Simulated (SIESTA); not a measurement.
Runs of SIESTA 5.4.2 on HfO2. The structure is cubic, space group Fm-3m (No. 225). The conventional cell has a = 5.115 Å, b = 5.115 Å, c = 5.115 Å, α = 90.00°, β = 90.00°, γ = 90.00°. Hf (site symmetry m-3m) has 8 O at 2.21 Å as nearest neighbours. O (site symmetry -43m) has 4 Hf at 2.21 Å as nearest neighbours. Measurements of this composition are mostly on another form, of space group No. 14.

```csv
task,level,potentials or basis,gap on the mesh (eV),pressure (GPa)
band structure,BLYP,"PseudoDojo 0.4 standard (PBE files), DZP (energy shift 0.003 Ry; two zetas on semicore shells)",3.70,7.0
band structure,vdW-DF-cx,"PseudoDojo 0.4 standard (PBE files), DZP (energy shift 0.003 Ry; two zetas on semicore shells)",(a),(b)
band structure,PBEsol,"PseudoDojo 0.4 standard (PBEsol files), DZP (energy shift 0.003 Ry; two zetas on semicore shells)",3.61,-8.1
band structure,AM05,"PseudoDojo 0.4 standard (PBEsol files), DZP (energy shift 0.003 Ry; two zetas on semicore shells)",3.62,-7.7
single point,PBEsol,"PseudoDojo 0.4 standard (PBEsol files), DZP (energy shift 0.003 Ry; two zetas on semicore shells)",3.61,-8.1
```

Alike in all rows: no spin polarisation; cell as given; k mesh 9 × 9 × 9; smearing fermi-dirac 0.05 eV; grid cutoff 800 Ry; energy shift 0.003 Ry.

Q: Estimate the missing entries.

A: (a) 3.65; (b) -5.6.

Caveats: short orbitals over semicore shells can move pressures by several GPa; spin-orbit coupling is left out, which moves the levels of the heavy elements; the basis of atomic orbitals isn't converged, which shifts pressures, moduli and gaps; the potentials were made for another functional, which shifts forces and pressure (some runs); the mesh misses the band edges, which the band path finds closer together (some runs); an odd mesh through Γ misses points on the zone boundary, where band edges often lie (some runs).

A k mesh can miss the band edges, and the runs leave out spin-orbit coupling on Hf.
